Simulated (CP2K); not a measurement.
# NiO in CP2K: convergence with eps scf

Input of the first run (eps scf 1.0E-3); the others differ in this setting and in those tied to it:

Contents of nio_converge.inp:

```
&GLOBAL
  PROJECT nio_converge
  RUN_TYPE ENERGY_FORCE
  PRINT_LEVEL LOW
&END GLOBAL
&FORCE_EVAL
  METHOD QS
  STRESS_TENSOR ANALYTICAL
  &DFT
    BASIS_SET_FILE_NAME BASIS_MOLOPT
    POTENTIAL_FILE_NAME POTENTIAL_UZH
    UKS T
    MULTIPLICITY 3
    &MGRID
      CUTOFF 900
      REL_CUTOFF 60
      NGRIDS 5
    &END MGRID
    &QS
      METHOD GPW
      EPS_DEFAULT 1.0E-9
    &END QS
    &KPOINTS
      SCHEME MONKHORST-PACK 8 8 8
      GAMMA_CENTERED T
      SYMMETRY T
      SYMMETRY_BACKEND SPGLIB
    &END KPOINTS
    &SCF
      SCF_GUESS ATOMIC
      EPS_SCF 1.0E-3
      MAX_SCF 150
      ADDED_MOS 13 15
      CHOLESKY OFF
      EPS_EIGVAL 1.0E-7
      &DIAGONALIZATION ON
        ALGORITHM STANDARD
      &END DIAGONALIZATION
      &MIXING ON
        METHOD BROYDEN_MIXING
        ALPHA 0.2
        BETA 1.5
        NBUFFER 10
      &END MIXING
      &SMEAR ON
        METHOD FERMI_DIRAC
        ELECTRONIC_TEMPERATURE 116.05
      &END SMEAR
    &END SCF
    &XC
      &XC_FUNCTIONAL
        &MGGA_X_R2SCAN
        &END MGGA_X_R2SCAN
        &MGGA_C_R2SCAN
        &END MGGA_C_R2SCAN
      &END XC_FUNCTIONAL
    &END XC
    &PRINT
      &KPOINTS ON
      &END KPOINTS
      &MULLIKEN ON
      &END MULLIKEN
      &MO ON
        ENERGIES T
        OCCUPATION_NUMBERS T
        &EACH
          QS_SCF 0
        &END EACH
        ADD_LAST NUMERIC
      &END MO
    &END PRINT
  &END DFT
  &SUBSYS
    &CELL
      ABC 2.9499103910 2.9499103910 2.9499103910
      ALPHA_BETA_GAMMA 59.9999999995 60.0000000002 60.0000000001
      PERIODIC XYZ
    &END CELL
    &COORD
      SCALED
      Ni  0.0029310000 0.0151150000 -0.0089210000
      O   0.4987530000 0.4976940000 0.4989910000
    &END COORD
    &KIND Ni
      BASIS_SET DZVP-MOLOPT-SR-GTH-q18
      POTENTIAL GTH-SCAN-q18
      MAGNETIZATION 1.0
    &END KIND
    &KIND O
      BASIS_SET DZVP-MOLOPT-SR-GTH-q6
      POTENTIAL GTH-SCAN-q6
    &END KIND
    &PRINT
      &ATOMIC_COORDINATES ON
      &END ATOMIC_COORDINATES
      &CELL ON
      &END CELL
    &END PRINT
  &END SUBSYS
  &PRINT
    &FORCES ON
    &END FORCES
    &STRESS_TENSOR ON
    &END STRESS_TENSOR
  &END PRINT
&END FORCE_EVAL
```

Potentials or basis: POTENTIAL_UZH Ni GTH-SCAN-q18, O GTH-SCAN-q6; DZVP-MOLOPT-SR-GTH basis.

The run is started by

```console
$ OMP_NUM_THREADS=1 cp2k.psmp -i nio_converge.inp -o nio_converge.out
```

The cell isn't the ideal one: atoms moved at random, drawn with an rms of 0.02 Å.

Hardware: 1 thread of Arm Neoverse V1 (shared host).

The values tried are 1.0E-3, 1.0E-4, 1.0E-5, 1.0E-6, 1.0E-7, 1.0E-8, loosest first. From which on does the pressure stay within 0.1 GPa of the tightest run that finished?

From 1.0E-5 on.

```
eps scf  energy less the tightest run, at zero smearing (meV/atom)  pressure (GPa)  SCF cycles  CPU time (s)  peak memory (GiB)
 1.0E-3                                                       0.73            2.69          21           320               0.45
 1.0E-4                                                       0.87            2.69          24           360               0.45
 1.0E-5                                                       0.00            3.12          47           650               0.45
 1.0E-6                                                       0.00            3.11          76          1000               0.45
 1.0E-7                                                       0.00            3.11          84          1100               0.45
 1.0E-8                                      timed out after 890 s               -           -             -                  -
```

Against the tightest run, the energy stays within 1 meV/atom from 1.0E-3 on. The tightest run that finished is the yardstick and may itself not be fully converged.

Caveat, for the tightest run too: the magnetic or orbital state may not be the lowest; the basis of atomic orbitals isn't converged, which shifts pressures, moduli and gaps; the total moment is fixed, so each spin has its own Fermi level; a cell with one magnetic atom can't hold antiferromagnetic order, which such compounds often take.
